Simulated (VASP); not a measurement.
# ZnS (F-43m) in VASP: notebook, part 2 of 2

VASP 6.6.1. The steps go on from the part before.

## (4) Relaxation of the atoms, PBE (a relaxed cell with its volume scaled by 1.04)

INCAR

```
SYSTEM = ZnS
PREC = Accurate ; ENCUT = 600
EDIFF = 1E-7 ; ISMEAR = 0
SIGMA = 0.03 ; LREAL = .FALSE.
LASPH = .TRUE. ; NELM = 80
ALGO = Fast ; ISIF = 2
LWAVE = .FALSE. ; LCHARG = .FALSE.
GGA = PE ; IBRION = 2
NSW = 40 ; EDIFFG = -0.01
```

KPOINTS

```
Automatic mesh
0
G
  10 10 10
  0 0 0
```

POSCAR

```
ZnS                                     
1.0
    0.0000000000      2.7593612389      2.7593612389
    2.7593612389      0.0000000000      2.7593612389
    2.7593612389      2.7593612389      0.0000000000
  Zn              S             
     1     1
Direct
     0.2500000000000000    0.2500000000000000    0.2500000000000000
     0.0000000000000000    0.0000000000000000    0.0000000000000000
```

Command:

```bash
$ cat potpaw_PBE.64/Zn/POTCAR potpaw_PBE.64/S/POTCAR > POTCAR
$ mpirun -np 1 vasp_std > vasp.out
```

Run time: 45 s. Hardware: 1 thread of Intel Xeon Platinum 8375C at 2.90GHz (Ice Lake), shared host; peak memory 0.19 GiB.

The run converged. Its results:

| Quantity | Value |
| --- | --- |
| Free energy | -6.8400 eV |
| Pressure after relaxing | -2.5 GPa |
| Band gap on the k mesh | 1.84 eV, direct |

Final structure:
```cif
data_structure
_symmetry_space_group_name_H-M 'P 1'
_symmetry_Int_Tables_number 1
_cell_length_a 3.9023
_cell_length_b 3.9023
_cell_length_c 3.9023
_cell_angle_alpha 60.000
_cell_angle_beta 60.000
_cell_angle_gamma 60.000
_cell_volume 42.02
loop_
_atom_site_label
_atom_site_type_symbol
_atom_site_fract_x
_atom_site_fract_y
_atom_site_fract_z
_atom_site_occupancy
Zn1 Zn 0.25000 0.25000 0.25000 1
S1 S 0.00000 0.00000 0.00000 1
```

Levels at points of the mesh, in eV from the valence-band top:
```csv
k point,band 5,band 6,band 7,band 8,band 9,band 10,band 11,band 12,band 13
"(0.00, 0.00, 0.00)",-5.68,-5.68,0.00,0.00,0.00,1.84,6.43,6.43,6.43
"(0.50, 0.00, 0.00)",-5.66,-5.50,-4.89,-0.78,-0.78,3.18,6.95,6.95,8.63
"(0.50, 0.50, 0.00)",-5.62,-5.49,-4.32,-2.00,-2.00,3.54,4.06,10.55,11.54
```

Caveat: the relaxation stopped at its first step, so nothing moved.

## (5) Relaxation of the atoms, PBE (a relaxed cell with its volume scaled by 1.06)

INCAR is that of step 4.

KPOINTS is that of step 4.

POSCAR

```
ZnS                                     
1.0
    0.0000000000      2.7769372621      2.7769372621
    2.7769372621      0.0000000000      2.7769372621
    2.7769372621      2.7769372621      0.0000000000
  Zn              S             
     1     1
Direct
     0.2500000000000000    0.2500000000000000    0.2500000000000000
     0.0000000000000000    0.0000000000000000    0.0000000000000000
```

Potentials or basis: VASP PAW PBE potentials, release 64 (Zn, S).

Command:

```bash
$ cat potpaw_PBE.64/Zn/POTCAR potpaw_PBE.64/S/POTCAR > POTCAR
$ mpirun -np 1 vasp_std > vasp.out
```

OUTCAR:

```text
SYSTEM = ZnS
   PREC = Accurate
   ENCUT = 600
   EDIFF = 1E-7
   ISMEAR = 0
   LREAL = .FALSE.
   LASPH = .TRUE.
   NELM = 80
   ISIF = 2
   GGA = PE
   IBRION = 2
   NSW = 40
   EDIFFG = -0.01

 ion  position               nearest neighbor table
   1  0.250  0.250  0.250-   2 2.40   2 2.40   2 2.40   2 2.40
   2  0.000  0.000  0.000-   1 2.40   1 2.40   1 2.40   1 2.40

  LATTYP: Found a face centered cubic cell.
 ALAT       =     5.5538745242

  Lattice vectors:

 A1 = (   0.0000000000,   2.7769372621,   2.7769372621)
 A2 = (   2.7769372621,   0.0000000000,   2.7769372621)
 A3 = (   2.7769372621,   2.7769372621,   0.0000000000)

Analysis of symmetry for initial positions (statically):
=====================================================================
 Subroutine PRICEL returns:
 Original cell was already a primitive cell.

 Routine SETGRP: Setting up the symmetry group for a
 face centered cubic supercell.

 Subroutine GETGRP returns: Found 24 space group operations
 (whereof 24 operations were pure point group operations)
 out of a pool of 48 trial point group operations.

The static configuration has the point symmetry T_d .

Analysis of symmetry for dynamics (positions and initial velocities):
=====================================================================
 Subroutine PRICEL returns:
 Original cell was already a primitive cell.

 Routine SETGRP: Setting up the symmetry group for a
 face centered cubic supercell.

 Subroutine GETGRP returns: Found 24 space group operations
 (whereof 24 operations were pure point group operations)
 out of a pool of 48 trial point group operations.

The dynamic configuration has the point symmetry T_d .

 Subroutine INISYM returns: Found 24 space group operations
 (whereof 24 operations are pure point group operations),
 and found     1 'primitive' translations

----------------------------------------------------------------------------------------

[... 119 lines left out ...]
   AEXX    =    0.0000 exact exchange contribution
   IVDW    =     0    specifies the selected vdW correction
   LEPSILON=     F    determine dielectric tensor
   LRPA    =     F    only Hartree local field effects (RPA)
 conjugate gradient relaxation of ions
 non-spin polarized calculation
 RMM-DIIS sequential band-by-band and
 Gauss-broadening in eV      SIGMA  =   0.03
  energy-cutoff  :      600.00
  volume of cell :       42.83
 maximum number of plane-waves:      1459
   NGX = 15   NGY = 15   NGZ = 15

 number of electron      17.9999999 magnetization

 Free energy of the ion-electron system (eV)
  ---------------------------------------------------
  ext. energy  EPLUGINS =         0.00000000
  ---------------------------------------------------
  free energy    TOTEN  =        -6.82483204 eV

  energy without entropy =       -6.82483204  energy(sigma->0) =       -6.82483204

 E-fermi :   1.4986     XC(G=0):  -9.2492

 val. band max:        1.3781034076   @ k =   0.0000   0.0000   0.0000
 cond. band min:       3.1411740606   @ k =   0.0000   0.0000   0.0000
 fundamental gap:      1.7630706530
 Fermi energy:         1.4985861599

 k-point     1 :       0.0000    0.0000    0.0000
  band No.  band energies     occupation
      1     -11.2247      2.00000
      2      -4.6726      2.00000
      3      -4.6726      2.00000
      4      -4.6726      2.00000
      5      -4.2667      2.00000
      6      -4.2667      2.00000
      7       1.3781      2.00000
      8       1.3781      2.00000
      9       1.3781      2.00000
     10       3.1412      0.00000
     11       7.8146      0.00000
     12       7.8146      0.00000
     13       7.8146      0.00000
[... 354 lines left out ...]
  band No.  band energies     occupation
      1     -10.4108      2.00000
      2      -4.6395      2.00000
      3      -4.4694      2.00000
      4      -4.4588      2.00000
      5      -4.2361      2.00000
      6      -4.2213      2.00000
      7      -2.1598      2.00000
      8      -0.3543      2.00000
      9      -0.1676      2.00000
     10       5.5333      0.00000
     11       5.9528      0.00000
     12       9.9235      0.00000
     13      10.8547      0.00000

 [... further k-points ...]
[... 5 lines left out ...]
  --------------------------------------------------------------------------------------
  -------------------------------------------------------------------------------------
  Total       -0.9392725     -0.9392725     -0.9392725      0.0000000      0.0000000      0.0000000
  in kB      -35.1377536    -35.1377536    -35.1377536      0.0000000      0.0000000      0.0000000
  external PRESSURE =     -35.1377536 kB  Pullay stress =       0.0000000 kB

 VOLUME and BASIS-vectors are now :
 -----------------------------------------------------------------------------
  energy-cutoff  :      600.00
  volume of cell :       42.83
      direct lattice vectors                 reciprocal lattice vectors
     0.000000000  2.776937262  2.776937262    -0.180054482  0.180054482  0.180054482
     2.776937262  0.000000000  2.776937262     0.180054482 -0.180054482  0.180054482
     2.776937262  2.776937262  0.000000000     0.180054482  0.180054482 -0.180054482

 POSITION                                       TOTAL-FORCE (eV/Angst)
 -----------------------------------------------------------------------------------
      1.38847      1.38847      1.38847        -0.000000     -0.000000     -0.000000
      0.00000      0.00000      0.00000         0.000000      0.000000      0.000000
 -----------------------------------------------------------------------------------
    total drift:                               -0.000000     -0.000000      0.000000

  FREE ENERGIE OF THE ION-ELECTRON SYSTEM (eV)
  ---------------------------------------------------
  free  energy   TOTEN  =        -6.8248320440 eV

  energy  without entropy=       -6.8248320440  energy(sigma->0) =       -6.82483204

 reached required accuracy - stopping structural energy minimisation
```

CONTCAR:

```text
ZnS
   1.00000000000000
     0.0000000000000000    2.7769372621000001    2.7769372621000001
     2.7769372621000001    0.0000000000000000    2.7769372621000001
     2.7769372621000001    2.7769372621000001    0.0000000000000000
  Zn              S
     1     1
Direct
     0.2500000000000000    0.2500000000000000    0.2500000000000000
     0.0000000000000000    0.0000000000000000    0.0000000000000000

  0.00000000E+00  0.00000000E+00  0.00000000E+00
  0.00000000E+00  0.00000000E+00  0.00000000E+00
```

It took 46 s on 1 thread of Intel Xeon Platinum 8375C at 2.90GHz (Ice Lake), shared host; peak memory 0.19 GiB.

What came out:

```
Free energy             : -6.8248 eV
Pressure after relaxing : -3.5 GPa
Band gap on the k mesh  : 1.76 eV, direct
```

Final structure:
```yaml
crystal:
  lattice:
    - [0.00000, 2.77694, 2.77694]
    - [2.77694, 0.00000, 2.77694]
    - [2.77694, 2.77694, 0.00000]
  atoms:
    - { symbol: Zn, position: [0.25000, 0.25000, 0.25000] }
    - { symbol: S, position: [0.00000, 0.00000, 0.00000] }
```

Levels at points of the mesh, in eV from the valence-band top:
| k point | band 6 | band 7 | band 8 | band 9 | band 10 | band 11 | band 12 | band 13 |
| --- | --- | --- | --- | --- | --- | --- | --- | --- |
| (0.00, 0.00, 0.00) | -5.64 | 0.00 | 0.00 | 0.00 | 1.76 | 6.44 | 6.44 | 6.44 |
| (0.50, 0.00, 0.00) | -5.47 | -4.77 | -0.75 | -0.75 | 3.14 | 6.96 | 6.96 | 8.55 |
| (0.50, 0.50, 0.00) | -5.46 | -4.24 | -1.94 | -1.94 | 3.58 | 4.05 | 10.43 | 11.41 |

Caveat: the relaxation stopped at its first step, so nothing moved.

## (6) Overview

```csv
cell,gap on the mesh (eV),pressure (GPa)
atoms relaxed,2.01,0.0
atoms relaxed from: a relaxed cell with its volume scaled by 1.02,1.93,-1.2
atoms relaxed from: a relaxed cell with its volume scaled by 1.04,1.84,-2.5
atoms relaxed from: a relaxed cell with its volume scaled by 1.06,1.76,-3.5
```

Alike in all rows: task relaxation of the atoms; level PBE; potentials or basis VASP PAW PBE potentials, release 64 (Zn, S); no spin polarisation; k mesh 10 × 10 × 10; cutoff (eV) 600; smearing gaussian 0.03 eV.

Caveats: the relaxation stopped at its first step, so nothing moved.

Absolute energies hang on the potentials; compare differences alone.

## (7) Against experiment

Step 2. A measured gap of ZnS is 3.85 eV (direct; 19 K; quoted in “Electronic, vibrational, and thermodynamic properties of ZnS (zincblende and rocksalt structure)”, 2009, arxiv:0911.5022); the calculated 2.01 eV misses it by -1.84 eV. The value is that of PBE, without temperature or zero-point motion. Semilocal functionals fall short of measured gaps as a rule.
